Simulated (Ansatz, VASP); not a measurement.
Given: the input of a run of Ansatz 0.2.0 on Ag (Silver). 

The input input.yaml:

```yaml
crystal:
  lattice:
    - [0.0, 2.04275, 2.04275]
    - [2.04275, 0.0, 2.04275]
    - [2.04275, 2.04275, 0.0]
  atoms:
    - { symbol: Ag, position: [0.0, 0.0, 0.0] }
kpoints:
  mp_grid: { grid: [11, 11, 11] }
scf:
  occupations: { method: fermi_dirac, width: 0.05 }
hamiltonian:
  xc: pbe
  dispersion: d4
  pseudopotentials: { kind: all_electron, lapw: { basis_error: 0.001 } }
output:
  forces: true
  stress: true
relax:
  f_tol: 0.005
  max_steps: 60
  cell: {}
```

Potentials or basis: all-electron LAPW, scalar-relativistic.

Launch:

```bash
$ ansatz run input.yaml --threads 1 --pin off --max-ram 3072MiB --backend cpu --events-out ev --progress --plain --runs-dir out
```

Question: What does the same run look like in VASP 6.6.1? Potentials or basis there: PBE PAW files Ag, 600 eV.

Answer: As run (cutoffs and basis follow the program's own potentials, and thresholds, step limits or extra output files can differ):

INCAR

```
PREC     = Accurate       # precision mode
ENCUT    = 600            # plane-wave cutoff, eV
EDIFF    = 1E-6           # SCF threshold, eV
ISMEAR   = -1             # smearing method
SIGMA    = 0.05           # smearing width, eV
LREAL    = F              # projectors in reciprocal space
LASPH    = T              # aspherical terms in the spheres
NELM     = 60             # most SCF steps
ALGO     = Normal         # electronic algorithm
ISIF     = 3              # what is computed and relaxed
LWAVE    = F              # write WAVECAR
LCHARG   = F              # write CHGCAR
GGA      = PE             # functional
IVDW     = 13             # dispersion correction
IBRION   = 2              # ionic algorithm
NSW      = 40             # ionic steps
EDIFFG   = -0.01          # ionic threshold
```

File KPOINTS:

```
Automatic mesh
0
Gamma
  11 11 11
```

File POSCAR:

```
Ag
1.0
    0.0000000000      2.0427500000      2.0427500000
    2.0427500000      0.0000000000      2.0427500000
    2.0427500000      2.0427500000      0.0000000000
Ag
1
Direct
    0.0000000000      0.0000000000      0.0000000000
```

Potentials or basis: VASP PAW PBE potentials, release 64 (Ag).

The run is started by

```sh
$ cat potpaw_PBE.64/Ag/POTCAR > POTCAR
$ mpirun -np 1 vasp_std > vasp.out
```

Both were run:

|  | Ansatz | VASP |
| --- | --- | --- |
| Relaxed volume | 16.96 Å³/atom | 16.93 Å³/atom |
| Relaxed cell | a = 2.884 Å, b = 2.884 Å, c = 2.884 Å, α = 60.00°, β = 60.00°, γ = 60.00° | a = 2.882 Å, b = 2.882 Å, c = 2.882 Å, α = 60.00°, β = 60.00°, γ = 60.00° |
| Space group after relaxing | Fm-3m (No. 225) | Fm-3m (No. 225) |
| Pressure after relaxing | 0.0 GPa | 0.0 GPa |

Where Ansatz's input types no cutoff or centring, it takes its own default and a Γ-centred mesh.

Pressure is positive in compression.
